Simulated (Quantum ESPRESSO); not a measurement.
# Si/GaAs(110) interfaces, stepped through the in-plane cubic lattice constant, part 2 of 10

Wanted: a table for Si/GaAs(110) interfaces against the in-plane cubic lattice constant, and what can be fitted to it.

Quantum ESPRESSO 7.5; plane-wave DFT, LDA, GBRV ultrasoft pseudopotentials.

So far. Step 2 (Relaxing cell and ions, 5.332 Å):  The last row is no step: it is a fresh SCF in the final cell with a new plane-wave basis, -0 meV from the row before.

### 3. Self-consistent run, 5.332 Å

A bulk run at that cell gives the reference energy and levels.

m0.first.bulk.in

```
&control
  prefix = 'm0.first.bulk'
  outdir = './out'
  pseudo_dir = './pseudo'
  calculation = 'scf'
  tprnfor = .true.
/
&system
  ibrav = 0
  nat = 4
  ntyp = 1
  ecutwfc = 40
  ecutrho = 200
  occupations = 'smearing'
  smearing = 'fd'
  degauss = 0.002
  nbnd = 12
/
&electrons
  conv_thr = 1e-09
  mixing_beta = 0.4
  electron_maxstep = 120
/
ATOMIC_SPECIES
  Si  28.0850  si_lda_v1.uspp.F.UPF
CELL_PARAMETERS angstrom
  5.33200000000000 0.00000000000000 0.00000000000000
  0.00000000000000 3.77029335700000 0.00000000000000
  0.00000000000000 0.00000000000000 3.86153465600000
ATOMIC_POSITIONS crystal
  Si  -0.001741014700 0.000000000000 0.000000000000
  Si  0.251741016400 0.500000000000 0.000000000000
  Si  0.498258981300 0.500000000000 0.500000000000
  Si  0.751741017000 0.000000000000 0.500000000000
K_POINTS automatic
  6 8 8 0 0 0
```

Run with:

```sh
> OMP_NUM_THREADS=1 mpirun -n 4 pw.x -nk 4 -in m0.first.bulk.in > m0.first.bulk.out
```

The program printed:

```text
[banner, memory and clock lines left out]
Program PWSCF v.7.5 starts
[citation notice left out]

[...]
Message from routine setup:
[...]
bravais-lattice index     =            0
     lattice parameter (alat)  =      10.0760  a.u.
     unit-cell volume          =     523.8679 (a.u.)^3
     number of atoms/cell      =            4
     number of atomic types    =            1
     number of electrons       =        16.00
     number of Kohn-Sham states=           12
     kinetic-energy cutoff     =      40.0000  Ry
     charge density cutoff     =     200.0000  Ry
     scf convergence threshold =      1.0E-09
     mixing beta               =       0.4000
     number of iterations used =            8  plain     mixing
     Exchange-correlation= SLA  PZ   NOGX NOGC
                           (   1   1   0   0   0   0   0)

[...]
PseudoPot. # 1 for Si read from file:
     ./pseudo/si_lda_v1.uspp.F.UPF
     Pseudo is Ultrasoft + core correction, Zval =  4.0
     Generated by new atomic code, or converted to UPF format
     Using radial grid of  899 points,  6 beta functions with:
                l(1) =   0
                l(2) =   0
                l(3) =   1
                l(4) =   1
                l(5) =   2
                l(6) =   2
     Q(r) pseudized with  8 coefficients,  rinner =    0.900   0.900   0.900
                                                       0.900   0.900

     atomic species   valence    mass     pseudopotential
     Si                4.00    28.08500     Si( 1.00)

      4 Sym. Ops. (no inversion) found

[...]
number of k points=   100  Fermi-Dirac smearing, width (Ry)=  0.0020

     Number of k-points >= 100: set verbosity='high' to print them.

     Dense  grid:    24929 G-vectors     FFT dimensions: (  45,  36,  36)

     Smooth grid:    17961 G-vectors     FFT dimensions: (  45,  30,  30)

     Initial potential from superposition of free atoms

     starting charge      15.9976, renormalised to      16.0000
     Starting wfcs are   16 randomized atomic wfcs

     per-process dynamical memory:    30.5 Mb

     Self-consistent Calculation

     iteration #  1     ecut=    40.00 Ry     beta= 0.40
     Davidson diagonalization with overlap
     ethr =  1.00E-02,  avg # of iterations =  3.3

     Threshold (ethr) on eigenvalues was too large:
     Diagonalizing with lowered threshold

     Davidson diagonalization with overlap
     ethr =  7.16E-04,  avg # of iterations =  1.6

     total energy              =     -38.52518803 Ry
     estimated scf accuracy    <       0.12184159 Ry

     iteration #  2     ecut=    40.00 Ry     beta= 0.40
[...]
total energy              =     -38.51693208 Ry
     estimated scf accuracy    <       0.03213833 Ry

     iteration #  3     ecut=    40.00 Ry     beta= 0.40
[...]
total energy              =     -38.51947589 Ry
     estimated scf accuracy    <       0.00062997 Ry

     iteration #  4     ecut=    40.00 Ry     beta= 0.40
[...]
total energy              =     -38.51974959 Ry
     estimated scf accuracy    <       0.00008162 Ry

     iteration #  5     ecut=    40.00 Ry     beta= 0.40
[...]
total energy              =     -38.51977085 Ry
     estimated scf accuracy    <       0.00000081 Ry

     iteration #  6     ecut=    40.00 Ry     beta= 0.40
[...]
total energy              =     -38.51977271 Ry
     estimated scf accuracy    <       0.00000060 Ry

     iteration #  7     ecut=    40.00 Ry     beta= 0.40
[...]
total energy              =     -38.51977278 Ry
     estimated scf accuracy    <       0.00000001 Ry

     iteration #  8     ecut=    40.00 Ry     beta= 0.40
[...]
End of self-consistent calculation

     Number of k-points >= 100: set verbosity='high' to print the bands.

     the Fermi energy is     6.5235 ev

!    total energy              =     -38.51977279 Ry
     estimated scf accuracy    <          4.2E-10 Ry
     smearing contrib. (-TS)   =      -0.00000434 Ry
     internal energy E=F+TS    =     -38.51976845 Ry

     The total energy is F=E-TS. E is the sum of the following terms:
     one-electron contribution =      10.56792448 Ry
     hartree contribution      =       2.17489981 Ry
     xc contribution           =     -17.31709030 Ry
     ewald contribution        =     -33.94550244 Ry

     convergence has been achieved in   8 iterations

     Forces acting on atoms (cartesian axes, Ry/au):

     atom    1 type  1   force =     0.00009287    0.00000000    0.00000000
     atom    2 type  1   force =    -0.00009083    0.00000000    0.00000000
     atom    3 type  1   force =     0.00009731    0.00000000    0.00000000
     atom    4 type  1   force =    -0.00009936    0.00000000    0.00000000

     Total force =     0.000190     Total SCF correction =     0.000005

[...]
```

Wall time 12 s (4 MPI ranks of Arm Neoverse V1, shared host); peak memory 0.32 GiB.

This step gave:

- free energy: -524.0882 eV
- Fermi energy: 6.524 eV
- valence top, on the run's zero: 6.428 eV
- conduction bottom, on the run's zero: 6.640 eV
- gap by band count: 0.2120 eV

### 4. Potential by pp.x, 5.332 Å

plot_num = 11 writes the bare and Hartree potential, from which vacuum levels or, in a crystal, the mean potential are read.

m0.first.bulk.pot.in

```
&inputpp
  prefix = 'm0.first.bulk'
  outdir = './out'
  filplot = 'm0.first.bulk.pot.dat'
  plot_num = 11
/
```

Run with:

```sh
> OMP_NUM_THREADS=1 mpirun -n 4 pp.x -in m0.first.bulk.pot.in > m0.first.bulk.pot.out
```

The program printed:

```text
[banner, memory and clock lines left out]
Program POST-PROC v.7.5 starts

          URL

     ./out/m0.first.bulk.save/

     IMPORTANT: XC functional enforced from input :
     Exchange-correlation= PZ
                           (   1   1   0   0   0   0   0)
     Any further DFT definition will be discarded
     Please, verify this is what you really want

     Calling punch_plot, plot_num =  11
     Writing data to file  m0.first.bulk.pot.dat
     Message from routine chdens:
     namelist plot not found or invalid, exiting
```

Wall time 0.72 s (4 MPI ranks); peak memory 0.09 GiB.

Electrostatic potential energy of an electron; zero at the highest filled level of the SCF mesh. Table of potential energy, planar mean by z:

z (Å), potential energy, planar mean (eV) and a bar from the least value:
```
     0.00      -9.85 
     0.21      -8.73 ####
     0.32      -7.45 ########
     0.54      -4.22 ##################
     0.75      -1.56 ###########################
     0.86      -0.87 #############################
     1.07      -0.87 #############################
     1.29      -2.71 #######################
     1.39      -4.22 ##################
     1.61      -7.45 ########
     1.82      -9.56 #
     1.93      -9.85 
     2.15      -8.73 ####
     2.36      -5.87 #############
     2.47      -4.22 ##################
     2.68      -1.56 ###########################
     2.90      -0.66 ##############################
     3.00      -0.87 #############################
     3.22      -2.71 #######################
     3.43      -5.87 #############
     3.54      -7.45 ########
     3.75      -9.56 #
```

[end of part 2 of 10]

[Logs are printed without paths, hosts, clocks, repeated set-up lines and the standing remarks that a program may print on its own settings, such as how far it seeks lower states.]

[Hosts, paths, dates, database ids (printed as entryN), source tags and the programs' standing remarks are cut or masked in the printed files.]

[Maps of the electrostatic potential energy from Ansatz leave out the sawtooth potential of an applied field or a dipole correction, so their vacuum need not be flat; planar profiles and work functions include it.]
